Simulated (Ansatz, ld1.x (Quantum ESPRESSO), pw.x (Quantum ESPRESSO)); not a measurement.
# From atom to crystal: TM potential for Cd

ld1.x (Quantum ESPRESSO) 7.5 input, shortened:

```
&input
   title='Cd', zed=48., rel=1, dft='PBE', iswitch=3,
   config='[Kr] 4d10 5s2 5p0'
 /
 &inputp
   pseudotype=2, tm=.true., lloc=-1, rcloc=1.75,
   nlcc=.true., new_core_ps=.true., rcore=1.90
 /
3
5S  1  0   2.00   0.00  1.95  1.95  0.0
5P  2  1   0.00   0.00  3.60  3.60  0.0
4D  3  2  10.00   0.00  1.85  1.85  0.0
 &test
   configts(1)='4d10 5s2 5p0'
 /
```

Crystal test: bcc Cd in pw.x 7.5, no spin, 13³ k-points, Fermi–Dirac smearing 0.01 Ry, cutoffs 120/480 Ry. The reference is all-electron LAPW (Ansatz 0.2.0) with the same functional, mesh and smearing; V0 and B0 come from Birch–Murnaghan fits to the pressures at five volumes. Errors are pseudo minus all-electron; Δ is the rms difference of the E(V) curves that follow from these fits, minima aligned, over ±6 % about the mean V0. Mesh and smearing are coarse, so the numbers serve the comparison and aren't converged zero-temperature values; the lattice is a test structure that the element need not adopt.

```csv
V (Å³/atom),P all-electron (GPa),P pseudo (GPa)
22.321,2.01,-29.61
22.909,0.82,-28.84
23.496,-0.18,-28.03
24.083,-1.00,-27.20
24.671,-1.68,-26.37
```

All-electron: a0 = 3.603 Å (V0 = 23.38 Å³/atom), B0 = 37.4 GPa.

Pseudopotential: mean pressure error (GPa): -28.00. The pressure does not cross zero within the volumes sampled, so no fit is given. The largest radius (3.60 bohr) exceeds half the bond length (2.95 bohr), so the spheres overlap, which is one possible source of error among others. This is a poor potential for the solid. The pseudo pressure rises with volume over the whole range, a mechanical instability. Note: ghost state, extra bound levels that the all-electron valence spectrum of the same l lacks: s at -34.5 eV. A true bound ghost makes a file unfit for plane-wave use. Atomic configuration tests: 2 of 7 tests not solved or not reliable. The logarithmic derivative shows an extra or strongly shifted pseudo pole above the reference energy (p near 1.38 Ry).

At the middle volume, how do free energy and pressure move when the wave cutoff is lowered (ecutrho kept at four times it)?

```csv
cutoff (Ry),shift of F (meV/atom),shift of P (GPa)
54,+262.7,-14.78
72,+29.8,+0.06
96,+10.5,-0.29
```

The run at the middle volume (84 k-points, 9 iterations) took about 66 s on one core of a shared host (Neoverse-V1, 32 threads, 247 GiB, load 11).
